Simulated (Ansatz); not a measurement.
CdF2:

```
Cd F
1.0
     0.00000    2.69400    2.69400
     2.69400    0.00000    2.69400
     2.69400    2.69400    0.00000
Cd F
1 2
Direct
  0.00000 0.00000 0.00000
  0.75000 0.75000 0.75000
  0.25000 0.25000 0.25000
```

```yaml
Program: Ansatz 0.2.0
Task: relaxation of cell and atoms
Functional: PBE
Potentials_or_basis: Ansatz PAW
Cutoff: "420 eV (not typed: the program's choice for these potentials)"
k_mesh: 9 × 9 × 9
Occupations: fermi-dirac, width 0.05 eV
Spin: no spin polarisation
```

At the start: volume 13.03 Å³/atom.

Problem. How do energy, volume and symmetry change on relaxing?

Solution. It ends after 8 steps and the volume is 13.72 Å³/atom (+5.3 %); space group Fm-3m (No. 225, to 0.05 Å).

The path:
```tsv
step	energy change (eV)	largest force (eV/Å)	volume (Å³)
1	0.0000	0.0000	39.10
2	-0.0232	0.0000	40.96
3	-0.0232	0.0000	40.98
4	-0.0331	0.0000	40.98
5	-0.0327	0.0000	41.15
6	-0.0334	0.0000	41.15
7	-0.0333	0.0000	41.17
8	-0.0336	0.0000	41.17
```

Final structure:
```xyz
3
Lattice="0.0000 2.7407 2.7407 2.7407 0.0000 2.7407 2.7407 2.7407 0.0000" Properties=species:S:1:pos:R:3 pbc="T T T"
Cd    0.0000    0.0000    0.0000
F     4.1111    4.1111    4.1111
F     1.3704    1.3704    1.3704
```

Caveat: the plane-wave basis is chosen anew once the cell has moved, so the energies of steps on either side of that aren't comparable; the pressure holds a Pulay correction of +0.6 GPa for the finite cutoff.
